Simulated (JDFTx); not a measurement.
**KF in JDFTx: convergence with rho ratio**

Input of the first run (rho ratio 4); the others differ in this setting and in those tied to it:

Contents of KF.in:

```
lattice \
    6.1585324025     0.0000000000     0.0000000000 \
    0.0000000000     6.1585324025     0.0000000000 \
    0.0000000000     0.0000000000     6.1585324025
coords-type Lattice
ion K     -0.0011440000     0.0091140000    -0.0103870000 1
ion F      0.5052220000     0.4918970000     0.4872750000 1

ion-species pseudo/K.upf
ion-species pseudo/F.upf
elec-cutoff 42
elec-ex-corr gga-PBEsol
kpoint-folding 6 6 6
elec-smearing Fermi 0.0018374661
elec-n-bands 14
electronic-SCF nIterations 100 energyDiffThreshold 1e-09
electronic-minimize nIterations 30 energyDiffThreshold 1e-7
forces-output-coords Cartesian

dump-name run.$VAR
dump End Ecomponents EigStats BandEigs Kpoints Forces Stress
```

Potentials or basis: PseudoDojo-SR-PBEsol-0.4-stringent.

The run is started by

```bash
$ jdftx -c 1 -i KF.in -o KF.out
```

The cell isn't the ideal one: atoms moved at random, drawn with an rms of 0.05 Å.

The cell comes from a database or a generator and needn't be the stable form of this composition.

Hardware: 1 thread of AMD EPYC 9R45 96-Core Processor (Zen 5), on a shared host.

| rho ratio | energy less the tightest run, at zero smearing (meV/atom) | SCF cycles | CPU time (s) | peak memory (GiB) |
| --- | --- | --- | --- | --- |
| 4 | -0.01 | 14 | 65 | 0.28 |
| 5 | 0.00 | 14 | 68 | 0.28 |
| 6 | 0.00 | 14 | 69 | 0.28 |
| 8 | 0.00 | 14 | 70 | 0.29 |
| 10 | 0.00 | 14 | 72 | 0.29 |

Against the tightest run, the energy stays within 1 meV/atom from 4 on. The tightest run that finished is the yardstick and may itself not be fully converged.
